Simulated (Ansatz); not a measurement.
Results of r²SCAN (Ansatz, an electronic-structure program, plane waves, PAW) for spinel MgAl₂O₄.

Run with plane-wave cutoff 560 eV, 8×8×8 k mesh, Fermi–Dirac smearing 0.01 eV, scalar-relativistic PAW data made under PBE.

Properties against volume:

Shape and atoms are relaxed at each volume.

```tsv
V (Å³/atom)	P (GPa)	direct gap at Γ (eV)	smallest gap on the k mesh (eV)
9.056	8.90	6.625	6.613
9.245	4.23	6.414	6.401
9.433	0.01	6.211	6.197
9.622	-3.81	6.015	6.001
9.811	-7.27	5.825	5.811
```

A straight line through the gaps at Γ against ln V gives a volume deformation potential dE_g(Γ)/d ln V of -10.0 eV: the gap at Γ widens under compression.

Measured, for comparison: band gap 7.8 eV (temperature not stated, not corrected to a static lattice; as tabulated in Neo et al. (2023), doi:10.1002/gch2.202200236).
